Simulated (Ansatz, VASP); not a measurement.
# Si27C26O (O_C): VASP beside Ansatz, part 2 of 2

Wanted: the spread between two codes on one cell, functional and k mesh. The cell is taken from a series of runs on this material, whose earlier steps may have relaxed, scaled, displaced or heated it; both programs get it as it stands.

VASP 6.6.1 and Ansatz 0.2.0.

So far. Step 3 (VASP: single point, r2SCAN, pair 1): The run ends at a pressure of -7.53 GPa, with forces up to 0.039 eV/Å.

## 5. VASP: single point, r2SCAN, pair 2

Level of this step: r2SCAN; plane waves and PAW (Si, C, O) (VASP).

With cell and atoms fixed, the geometry can't cause a difference; cores, projectors, grids and the points listed under the comparison can.

The input, INCAR:

```
SYSTEM = Si27C26O
PREC = Accurate
ENCUT = 580
EDIFF = 1E-06
NELM = 120
ISMEAR = 0
SIGMA = 0.01
LREAL = Auto
ALGO = Normal
METAGGA = R2SCAN
LASPH = .TRUE.
NBANDS = 152
LORBIT = 11
LWAVE = .FALSE.
LCHARG = .FALSE.
ISIF = 2
ISYM = 0
GGA_COMPAT = .FALSE.
EFERMI = MIDGAP
LMIXTAU = .TRUE.
KPAR = 4
```

The input, POSCAR:

```
Si27C26O
1.0
    0.0000000000      6.5348887282      6.5348887282
    6.5348887282      0.0000000000      6.5348887282
    6.5348887282      6.5348887282      0.0000000000
Si C O
27 26 1
Direct
    0.9986282747      0.0001629477      0.0004999520
    0.0021705642      0.0010940136      0.3320913238
    0.9988056642      0.0000580810      0.6679200690
    0.9991912617      0.3330077696      0.0010629390
    0.9992936417      0.3330216833      0.3339586009
    0.9990330143      0.3319352119      0.6680466368
    0.9987128912      0.6672339922      0.0005845686
    0.9987284754      0.6664357187      0.3342125401
    0.9987874170      0.6664687881      0.6678463693
    0.3302196465      0.0010940136      0.0040422416
    0.3301540756      0.0012645917      0.3320257530
    0.3328726437      0.9984429940      0.6679953148
    0.3320869236      0.3330216833      0.0011653190
    0.3311611927      0.3262431411      0.3330328700
    0.3311578640      0.3263563374      0.6761213414
    0.3323408627      0.6664357187      0.0006001528
    0.3098280804      0.7343966139      0.3116997577
    0.3325265014      0.6664455039      0.6678103259
    0.6660483917      0.0000580810      0.0006773415
    0.6661236374      0.9984429940      0.3347443210
    0.6660740990      0.9985674057      0.6679457763
    0.6661749594      0.3319352119      0.0009046916
    0.6742496642      0.3263563374      0.3330295413
    0.6660939527      0.3319570240      0.6679656300
    0.6659746919      0.6664687881      0.0006590943
    0.6659386486      0.6664455039      0.3343981788
    0.6656231099      0.6663255382      0.6674947873
    0.0805652495      0.0851573230      0.0824369268
    0.0804932848      0.0852509098      0.4193590805
    0.0828078458      0.0826348754      0.7510305684
    0.0821541211      0.4170974590      0.0840257985
    0.0844520219      0.4167193656      0.4181176278
    0.0846665261      0.4166096334      0.7478616841
    0.0826477397      0.7497533705      0.0845194171
    0.0752934515      0.7510532354      0.4205016599
    0.0827848013      0.7497803387      0.7503360135
    0.4174874032      0.0852509098      0.0823649621
    0.4161579226      0.0823431005      0.4180296000
    0.4161001842      0.0823332344      0.7510852526
    0.4162459505      0.4167193656      0.0863236993
    0.4162450483      0.4165696614      0.7478686506
    0.4186299826      0.7510532354      0.0771651289
    0.4187047027      0.7512862600      0.4205763800
    0.4158847020      0.7486062699      0.7515105358
    0.7491588911      0.0826348754      0.0846795232
    0.7492135753      0.0823332344      0.4179718615
    0.7491828856      0.0825018460      0.7510545629
    0.7459900068      0.4166096334      0.0865382034
    0.7459969732      0.4165696614      0.4181167256
    0.7491808969      0.4159612180      0.7510525743
    0.7484643362      0.7497803387      0.0846564786
    0.7496388585      0.7486062699      0.4177563793
    0.7495110836      0.7485508381      0.7513827609
    0.4269523624      0.3823514537      0.4288240397
```

The input, KPOINTS:

```
Points of the shifted mesh
8
Reciprocal
 0.2500000000  0.2500000000  0.2500000000 1
 0.2500000000  0.2500000000  0.7500000000 1
 0.2500000000  0.7500000000  0.2500000000 1
 0.2500000000  0.7500000000  0.7500000000 1
 0.7500000000  0.2500000000  0.2500000000 1
 0.7500000000  0.2500000000  0.7500000000 1
 0.7500000000  0.7500000000  0.2500000000 1
 0.7500000000  0.7500000000  0.7500000000 1
```

The projector-augmented-wave data sets are Si, C and O (PBE family, release 64).

The run is started by

```sh
mpirun -np 8 vasp_std
```

Numbers of over 12 decimals in the logs are rounded to 6 here.

The log of the run:

```text
[banner, memory and clock lines left out]
running    8 mpi-ranks, on    1 nodes
[...]
[... a notice as in an earlier step ...]

 [... a notice as in an earlier step ...]

 LDA part: xc-table for (None), standard interpolation
 POSCAR, INCAR and KPOINTS ok, starting setup
[...]
entering main loop
       N       E                     dE             d eps       ncg     rms          rms(c)
DAV:   1     0.599812009720E+03    0.59981E+03   -0.11005E+05  2432   0.146E+03
DAV:   2    -0.521807247459E+03   -0.11216E+04   -0.10618E+04  2984   0.250E+02
DAV:   3    -0.599287972751E+03   -0.77481E+02   -0.76695E+02  2992   0.611E+01
DAV:   4    -0.600873821941E+03   -0.15858E+01   -0.15801E+01  3000   0.955E+00
[...]
DAV:  20    -0.518195590889E+03   -0.50339E-05   -0.11551E-05  2720   0.106E-02    0.751E-03
DAV:  21    -0.518195592578E+03   -0.16892E-05   -0.29804E-06  2424   0.483E-03    0.479E-03
DAV:  22    -0.518195593121E+03   -0.54316E-06   -0.10589E-06  1600   0.305E-03
   1 F= -.51819559E+03 E0= -.51819559E+03  d E =0.000000E+00
```

OUTCAR, selected parts (step 5):

```text
  Total       -0.7359409     -0.8324556     -0.7420210     -4.4835082     -4.4880934      2.6069100
  in kB       -2.1125595     -2.3896102     -2.1300126    -12.8701604    -12.8833226      7.4832808
  external PRESSURE =      -2.2107274 kB  Pullay stress =       0.0000000 kB

 POSITION                                       TOTAL-FORCE (eV/Angst)
 -----------------------------------------------------------------------------------
      0.00433      6.52919      6.52699        -0.011065      0.019517     -0.016169
      2.17733      2.18436      0.02133         0.088515     -0.105143     -0.075962
      4.36516     10.89187      6.52746         0.028496     -0.000475     -0.039838
      2.18311      6.53655      8.70577         0.020926     -0.005844      0.020592
      4.35864      8.71266      8.70653        -0.013535     -0.074647     -0.021614
      6.53477     10.89418      8.69773         0.039145      0.003390     -0.036860
      4.36412      6.53030     10.88678        -0.009233     -0.004733     -0.009608
      6.53913      8.71062     10.88166         0.024920     -0.065921      0.010793
      8.71960     10.89127     10.88226         0.060065     -0.025362     -0.042394
      0.03356      2.18436      2.16510        -0.077325     -0.102399      0.089558
      2.17802      4.32727      2.16578         0.086538      0.101874      0.091376
     10.88999      6.54056      8.70000         0.072586     -0.028379     -0.172983
      2.18387      2.17777      4.34641        -0.023694     -0.073257     -0.011247
      4.30830      4.34043      4.29606         0.048197     -0.038292      0.051095
[...]
-----------------------------------------------------------------------------------
    total drift:                               -0.007826     -0.000738     -0.000584

  FREE ENERGIE OF THE ION-ELECTRON SYSTEM (eV)
  ---------------------------------------------------
  free  energy   TOTEN  =      -518.1955931213 eV

  energy  without entropy=     -518.1955931213  energy(sigma->0) =     -518.19559312

[... 1 part as in an earlier step ...]
```

The run ends at a pressure of -0.22 GPa, with forces up to 0.33 eV/Å.

## 6. Ansatz: single point, r2SCAN, pair 2

The same cell, functional and mesh now go to Ansatz.

The cell is taken from a series of runs on this material, whose earlier steps may have relaxed, scaled, displaced or heated it; both programs get it as it stands.

The input, input.yaml:

```yaml
crystal:
  checkpoint: "../qm1_M1.relax.run"
  host: checkpoint
basis:
  ecutwfc: 500
  xc_grid: 2
hamiltonian:
  xc: r2scan
  pseudopotentials: { kind: paw, azcp: { folder: soft_1 } }
kpoints:
  mp_grid: { grid: [2, 2, 2], shift: [0.5, 0.5, 0.5] }
scf:
  occupations: { method: fixed }
  max_iter: 60
output:
  forces: true
  eigenvalues: true
  charged_corrections: { defect_position: [0.416667, 0.416667, 0.416667] }
checkpoint:
  read: "../qm1_M1.relax.run"
  write: "../qm1_M1.point_neutral.run"
  compress: false
  write_wavefunctions: false
  write_every: 100000
```

The run is started by

```sh
ansatz run input.yaml --threads 4 --pin off --max-ram 7536MiB --backend cpu --events-out ev --progress --plain --runs-dir out
```

The log of the run:

```text
Warning: at least one further symmetry operation maps every atom of the structure, as the run holds it, onto an atom to within 2.37e-5 (fractional), and is not used: no operation is sought that the atoms, as the run holds them, miss by more than 2.00e-5, twice crystal.symmetry.tolerance (1.0e-5). The run uses 1 unitary operations. The run imposes no operation that its atoms and lattice do not hold. Figures that only  [...]
[...]
max |Σ_I F_I| component: 4.58e-3 eV/Å
--- Band table (eV) ---
  k-point 0: bands = [... 105 lower, 8.6458, 9.1567, 9.1578, 11.1398, 11.9592, 12.2884, 12.5663, 12.8664, ... 13 higher]
  k-point 1: bands = [... 105 lower, 8.6096, 8.8218, 9.0303, 11.1438, 12.1960, 12.5978, 12.9776, 13.3404, ... 13 higher]
  k-point 2: bands = [... 105 lower, 8.6043, 8.8195, 9.0401, 11.1655, 12.1799, 12.7227, 12.8189, 13.2921, ... 13 higher]
  k-point 3: bands = [... 105 lower, 8.6095, 8.8218, 9.0302, 11.1438, 12.1959, 12.5977, 12.9776, 13.3404, ... 13 higher]
[key lines of the parts left out:]
SCF converged after 7 iterations
Free energy (F): -24380.528762 eV
Fermi energy:    11.165540 eV
```

## 7. Side by side

The two programs side by side:

```csv
quantity,Ansatz,VASP,difference
gap on the k mesh (eV),0.794,0.794,0.000
```

Forces on 10 of the 54 atoms, those with the largest forces and the largest differences (eV/Å; atoms numbered as in POSCAR):

```csv
atom,"Ansatz x, y, z","VASP x, y, z"
Si11,"0.089, 0.099, 0.089","0.087, 0.102, 0.091"
Si12,"0.071, -0.030, -0.172","0.073, -0.028, -0.173"
Si14,"0.068, -0.017, 0.066","0.048, -0.038, 0.051"
Si15,"0.022, 0.021, 0.033","0.043, 0.036, 0.015"
Si17,"-0.216, 0.128, -0.216","-0.213, 0.124, -0.214"
Si20,"-0.172, -0.030, 0.071","-0.172, -0.029, 0.069"
Si21,"0.036, 0.170, 0.036","0.034, 0.167, 0.034"
Si23,"0.034, 0.021, 0.022","0.015, 0.035, 0.045"
C35,"-0.035, 0.086, 0.157","-0.035, 0.084, 0.152"
C42,"0.156, 0.086, -0.035","0.153, 0.085, -0.035"
```

The forces differ by 5.3 meV/Å r.m.s., which is 9.0 % of the r.m.s. force of 0.059 eV/Å (both taken over all components). A gap on the mesh is an upper bound, since the band edges may lie between its points.

## 8. What came out

| Item | Value |
| --- | --- |
| difference in gap on the k mesh (single point, r2SCAN, pair 1) | -0.0020 eV |
| r.m.s. force difference (single point, r2SCAN, pair 2) | 5.3 meV/Å |

The r.m.s. force difference is 5.3 meV/Å (single point, r2SCAN, pair 2), within the 12 meV/Å picked in this series as the mark of a large difference. How closely two codes agree says nothing of how well the functional describes the real material.

[Lines on the potential files, build, host, timing and source positions are cut from VASP's logs without a mark.]

[Logs are printed without paths, hosts, clocks, repeated set-up lines and the standing remarks that a program may print on its own settings, such as how far it seeks lower states.]

[Hosts, paths, dates, database ids (printed as entryN), source tags and the programs' standing remarks are cut or masked in the printed files.]
